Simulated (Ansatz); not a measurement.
CO2 (from a published structure), relaxed with r2SCAN, was run in the PAW code Ansatz under altered settings. All numbers are computed, without spin polarisation but where a row says otherwise.

```yaml
crystal:
  lattice:
    - [-1.95481, 1.95481, 2.96733]
    - [1.95481, -1.95481, 2.96733]
    - [1.95481, 1.95481, -2.96733]
  atoms:
    - { symbol: C, position: [0.00000, 0.00000, 0.00000] }
    - { symbol: C, position: [0.75000, 0.25000, 0.50000] }
    - { symbol: O, position: [0.37500, 0.29235, 0.41735] }
    - { symbol: O, position: [0.70765, 0.12500, 0.08265] }
    - { symbol: O, position: [0.87500, 0.95765, 0.58265] }
    - { symbol: O, position: [0.04235, 0.62500, 0.91735] }
```

The base run's other keys:
```yaml
kpoints:
  mp_grid: { grid: [4, 4, 4] }
hamiltonian:
  xc: hse06
scf:
  occupations: { method: fixed }
  n_extra_bands: 5
```

It takes 15 iterations with 901 plane waves at 420 eV and 13 k points, and leaves a mean stress of -3.79 GPa. The gap over this mesh is 9.974 eV. It ran on 4 threads of Arm Neoverse N1, with other jobs on the host.

Outcomes, with energy and stress as changes against the base:
```
                                  setting    outcome  ΔF (meV/atom)  Δ mean stress (GPa)  gap on the mesh (eV)  iterations  wall time
 PBE hybrid, exx coeff 0.4, omega 0.5 1/Å  converged              –                 -4.4                10.040          17       14 s
PBE hybrid, exx coeff 0.75, omega 0.1 1/Å  converged              –                -21.1                15.621          22       17 s
                scf.occupations: cold 0.2  converged            0.0                  0.0                 9.974          12       12 s
```
A dash marks a value that wasn't obtained or can't be compared. Stress is positive in compression. The base took 14 s.

- PBE hybrid, exx coeff 0.4, omega 0.5 1/Å. That is 40 % exact exchange, screened with ω = 0.5 1/Å, against HSE06's 25 % screened at 0.208 1/Å. The mean stress moves by -4.4 GPa and the gap on the mesh by +0.066 eV (to 10.040). Totals of different functionals aren't comparable.
- PBE hybrid, exx coeff 0.75, omega 0.1 1/Å. That is 75 % exact exchange, screened with ω = 0.1 1/Å, against HSE06's 25 % screened at 0.208 1/Å. The mean stress moves by -21.1 GPa and the gap on the mesh by +5.648 eV (to 15.621). Totals of different functionals aren't comparable. The program warns that on this mesh the truncation of the exchange isn't bounded, so part of the change can be an error of the mesh.

Within 1 meV an atom, 0.1 GPa and 0.005 eV of the base stay: scf.occupations: cold 0.2.

The program warns that its thresholds are loose for a hybrid's stress.

The meshes of the hybrids are coarse, so their gaps aren't converged to the digits shown.
